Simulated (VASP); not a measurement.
# WC (P-6m2) in VASP: settings compared, part 2 of 2

VASP 6.6.1.

## Step 3: Electric field gradients, LDA

The input, INCAR:

```
SYSTEM = WC
  PREC = Accurate
  ENCUT = 520
  EDIFF = 1E-8
  ISMEAR = -1
  SIGMA = 0.05
  LREAL = .FALSE.
  LASPH = .TRUE.
  NELM = 100
  ALGO = Normal
  ISIF = 2
  LWAVE = .FALSE.
  LCHARG = .FALSE.
  GGA = CA
  LEFG = .TRUE.
  NBANDS = 16
```

The input, KPOINTS:

```
Automatic mesh
0
G
  14 14 13
  0 0 0
```

The input, POSCAR:

```
WC
1.0
    2.9005014360      0.0000000000      0.0000000000
   -1.4502507180      2.5119079273      0.0000000000
    0.0000000000      0.0000000000      2.8290000000
W C
1 1
Direct
    0.0000000000      0.0000000000      0.0000000000
    0.6666666667      0.3333333333      0.5000000000
```

Potentials or basis: VASP PAW LDA potentials, release 64 (W_sv, C).

Run with:

```
cat potpaw_LDA.64/W_sv/POTCAR potpaw_LDA.64/C/POTCAR > POTCAR
mpirun -np 1 vasp_std > vasp.out
```

OUTCAR:

```text
SYSTEM = WC
   PREC = Accurate
   ENCUT = 520
   EDIFF = 1E-8
   ISMEAR = -1
   LREAL = .FALSE.
   LASPH = .TRUE.
   NELM = 100
   ISIF = 2
   GGA = CA

 ion  position               nearest neighbor table
   1  0.000  0.000  0.000-   2 2.19   2 2.19   2 2.19   2 2.19   2 2.19   2 2.19
   2  0.667  0.333  0.500-   1 2.19   1 2.19   1 2.19   1 2.19   1 2.19   1 2.19

  LATTYP: Found a hexagonal cell.
 ALAT       =     2.9005014360
 C/A-ratio  =     0.9753485949

  Lattice vectors:

 A1 = (   2.9005014360,   0.0000000000,   0.0000000000)
 A2 = (  -1.4502507180,   2.5119079273,   0.0000000000)
 A3 = (   0.0000000000,   0.0000000000,   2.8290000000)

Analysis of symmetry for initial positions (statically):
=====================================================================
 Subroutine PRICEL returns:
 Original cell was already a primitive cell.

 Routine SETGRP: Setting up the symmetry group for a
 hexagonal supercell.

 Subroutine GETGRP returns: Found 12 space group operations
 (whereof 12 operations were pure point group operations)
 out of a pool of 24 trial point group operations.

The static configuration has the point symmetry D_3h.

Analysis of symmetry for dynamics (positions and initial velocities):
=====================================================================
 Subroutine PRICEL returns:
 Original cell was already a primitive cell.

 Routine SETGRP: Setting up the symmetry group for a
 hexagonal supercell.

 Subroutine GETGRP returns: Found 12 space group operations
 (whereof 12 operations were pure point group operations)
 out of a pool of 24 trial point group operations.

[... 161 lines left out ...]
      4     -26.5770      2.00000
      5      -3.2457      2.00000
      6       6.7235      2.00000
[... 433 lines left out ...]
      3     -27.0978      2.00000
      4     -26.5541      2.00000
      5       0.8921      2.00000
      6       4.4763      2.00000
[... 8 lines left out ...]
     15      26.3326      0.00000
     16      27.4397      0.00000

 [... further k-points ...]

------------------------ aborting loop because EDIFF is reached ----------------------------------------

  FORCE on cell =-STRESS in cart. coord.  units (eV):
  Direction    XX          YY          ZZ          XY          YZ          ZX
  --------------------------------------------------------------------------------------
  -------------------------------------------------------------------------------------
  Total       -0.5636259     -0.5636259     -0.6416751      0.0000000      0.0000000      0.0000000
  in kB      -43.8118716    -43.8118716    -49.8788031      0.0000000      0.0000000      0.0000000
  external PRESSURE =     -45.8341821 kB  Pullay stress =       0.0000000 kB

 VOLUME and BASIS-vectors are now :
 -----------------------------------------------------------------------------
  energy-cutoff  :      520.00
  volume of cell :       20.61
      direct lattice vectors                 reciprocal lattice vectors
     2.900501436  0.000000000  0.000000000     0.344767973  0.199051882  0.000000000
    -1.450250718  2.511907927  0.000000000     0.000000000  0.398103764  0.000000000
     0.000000000  0.000000000  2.829000000     0.000000000  0.000000000  0.353481796

 POSITION                                       TOTAL-FORCE (eV/Angst)
 -----------------------------------------------------------------------------------
      0.00000      0.00000      0.00000        -0.000000      0.000000      0.000000
      1.45025      0.83730      1.41450         0.000000     -0.000000      0.000000
 -----------------------------------------------------------------------------------
    total drift:                                0.000000     -0.000000      0.000000

  FREE ENERGIE OF THE ION-ELECTRON SYSTEM (eV)
  ---------------------------------------------------
  free  energy   TOTEN  =       -24.6980981652 eV

  energy  without entropy=      -24.6952810192  energy(sigma->0) =      -24.69668959

 Electric field gradients (V/A^2)
---------------------------------------------------------------------
 ion       V_xx      V_yy      V_zz      V_xy      V_xz      V_yz
---------------------------------------------------------------------
   1      75.183    75.183  -150.366     0.000    -0.000    -0.000
   2       0.093     0.094    -0.187     0.000     0.000    -0.000
---------------------------------------------------------------------

 Electric field gradients after diagonalization (V/A^2)
 (convention: |V_zz| > |V_xx| > |V_yy|)
----------------------------------------------------------------------
 ion       V_xx      V_yy      V_zz     asymmetry (V_yy - V_xx)/ V_zz
----------------------------------------------------------------------
   1      75.183    75.183  -150.366       0.000
   2       0.094     0.093    -0.187       0.005
----------------------------------------------------------------------

           NMR quadrupolar parameters

 Cq : quadrupolar parameter    Cq=e*Q*V_zz/h
 eta: asymmetry parameters     (V_yy - V_xx)/ V_zz
 Q  : nuclear electric quadrupole moment in mb (millibarn)
----------------------------------------------------------------------
 ion       Cq(MHz)       eta       Q (mb)
----------------------------------------------------------------------
   1      -0.364       0.000       1.000
   2      -0.000       0.005       1.000
----------------------------------------------------------------------
```

Run time: 26 s. Hardware: 1 thread of Intel Xeon Platinum 8488C (Sapphire Rapids), shared host; peak memory 0.17 GiB.

What came out:

| Property | Result |
| --- | --- |
| Free energy | -24.6981 eV |
| Pressure | -4.6 GPa |
| Band gap on the k mesh | none (metal or under the smearing width) |

Electric field gradients, principal values (V/Å²):
```
atom     Vxx     Vyy       Vzz
 1 W  75.183  75.183  -150.366
 2 C   0.093   0.094    -0.187
```

## Step 4: Electric field gradients, PBEsol

The input, INCAR:

```
PREC     = Accurate       # precision mode
ENCUT    = 520            # plane-wave cutoff, eV
EDIFF    = 1E-8           # SCF threshold, eV
ISMEAR   = -1             # smearing method
SIGMA    = 0.05           # smearing width, eV
LREAL    = F              # projectors in reciprocal space
LASPH    = T              # aspherical terms in the spheres
NELM     = 100            # most SCF steps
ALGO     = Normal         # electronic algorithm
ISIF     = 2              # what is computed and relaxed
LWAVE    = F              # write WAVECAR
LCHARG   = F              # write CHGCAR
GGA      = PS             # functional
LEFG     = T            
NBANDS   = 16             # bands
```

The input, KPOINTS:

```
Automatic mesh
0
Gamma
  14 14 13
```

POSCAR is that of step 3.

Potentials or basis: VASP PAW PBE potentials, release 64 (W_sv, C).

Run with:

```
cat potpaw_PBE.64/W_sv/POTCAR potpaw_PBE.64/C/POTCAR > POTCAR
mpirun -np 1 vasp_std > vasp.out
```

OUTCAR:

```text
PREC = Accurate
   ENCUT = 520
   EDIFF = 1E-8
   ISMEAR = -1
   LREAL = F
   LASPH = T
   NELM = 100
   ISIF = 2
   GGA = PS

 ion  position               nearest neighbor table
   1  0.000  0.000  0.000-   2 2.19   2 2.19   2 2.19   2 2.19   2 2.19   2 2.19
   2  0.667  0.333  0.500-   1 2.19   1 2.19   1 2.19   1 2.19   1 2.19   1 2.19

  LATTYP: Found a hexagonal cell.
 ALAT       =     2.9005014360
 C/A-ratio  =     0.9753485949

  Lattice vectors:

[... 669 lines left out ...]

  FREE ENERGIE OF THE ION-ELECTRON SYSTEM (eV)
  ---------------------------------------------------
  free  energy   TOTEN  =       -23.9011594414 eV

  energy  without entropy=      -23.8985993576  energy(sigma->0) =      -23.89987940

 Electric field gradients (V/A^2)
---------------------------------------------------------------------
 ion       V_xx      V_yy      V_zz      V_xy      V_xz      V_yz
---------------------------------------------------------------------
   1      71.069    71.070  -142.139     0.000    -0.000    -0.000
   2       0.107     0.108    -0.215     0.000     0.000    -0.000
---------------------------------------------------------------------

 Electric field gradients after diagonalization (V/A^2)
 (convention: |V_zz| > |V_xx| > |V_yy|)
----------------------------------------------------------------------
 ion       V_xx      V_yy      V_zz     asymmetry (V_yy - V_xx)/ V_zz
----------------------------------------------------------------------
   1      71.070    71.069  -142.139       0.000
   2       0.108     0.107    -0.215       0.004
----------------------------------------------------------------------

           NMR quadrupolar parameters

 Cq : quadrupolar parameter    Cq=e*Q*V_zz/h
 eta: asymmetry parameters     (V_yy - V_xx)/ V_zz
 Q  : nuclear electric quadrupole moment in mb (millibarn)
----------------------------------------------------------------------
 ion       Cq(MHz)       eta       Q (mb)
----------------------------------------------------------------------
   1      -0.344       0.000       1.000
   2      -0.001       0.004       1.000
----------------------------------------------------------------------
```

stdout:

```text
POSCAR found type information on POSCAR W C
 POSCAR found :  2 types and       2 ions
 scaLAPACK will be used
 -----------------------------------------------------------------------------
|                                                                             |
|                                                                             |
|     You enforced a specific xc type in the INCAR file but a different       |
|     I HOPE YOU KNOW WHAT YOU ARE DOING!                                     |
|                                                                             |
 -----------------------------------------------------------------------------

 LDA part: xc-table for (Slater+PW92), standard interpolation
 POSCAR, INCAR and KPOINTS ok, starting setup
 FFT: planning ... GRIDC
 FFT: planning ... GRID_SOFT
 FFT: planning ... GRID
 WAVECAR not read
 entering main loop
ion   1

ion   2
```

Run time: 32 s. Hardware: 1 thread of Intel Xeon Platinum 8488C (Sapphire Rapids), shared host; peak memory 0.18 GiB.

Results:

| Property | Result |
| --- | --- |
| Free energy | -23.9012 eV |
| Pressure | 0.6 GPa |
| Band gap on the k mesh | none (metal or under the smearing width) |

Levels at points of the mesh, in eV from the Fermi level:
```csv
k point,band 5,band 6,band 7,band 8,band 9,band 10,band 11,band 12,band 13,band 14
"(0.00, 0.00, 0.00)",-14.48,-4.36,-3.36,-3.36,0.13,3.26,3.26,5.70,5.70,6.46
"(0.50, 0.00, 0.00)",-11.08,-7.07,-3.63,-3.62,-0.44,2.36,4.58,4.95,6.92,9.74
```

Electric field gradients, principal values (V/Å²):
```tsv
atom	Vxx	Vyy	Vzz
1 W	71.069	71.070	-142.139
2 C	0.107	0.108	-0.215
```

Caveat: the PAW data sets were made with another functional, which shifts forces and pressure a little.

## Step 5: Summary

| level | potentials or basis | cell | gap on the mesh (eV) | pressure (GPa) |
| --- | --- | --- | --- | --- |
| PBE | VASP PAW PBE potentials, release 64 (W_sv, C) | volume scaled by 0.9405, PAW files | none | 39.4 |
| LDA | VASP PAW LDA potentials, release 64 (W_sv, C) | as given | none | -4.6 |
| PBEsol | VASP PAW PBE potentials, release 64 (W_sv, C) | as given | none | 0.6 |

Alike in all rows: task electric field gradients; no spin polarisation; k mesh 14 × 14 × 13; cutoff (eV) 520; smearing fermi-dirac 0.05 eV.

Caveats: so large a pressure means that the cell lies far from this level's equilibrium, or that cutoff or potentials fall short (some runs); the PAW data sets were made with another functional, which shifts forces and pressure a little (some runs).

Absolute energies hang on the potentials; compare differences alone.
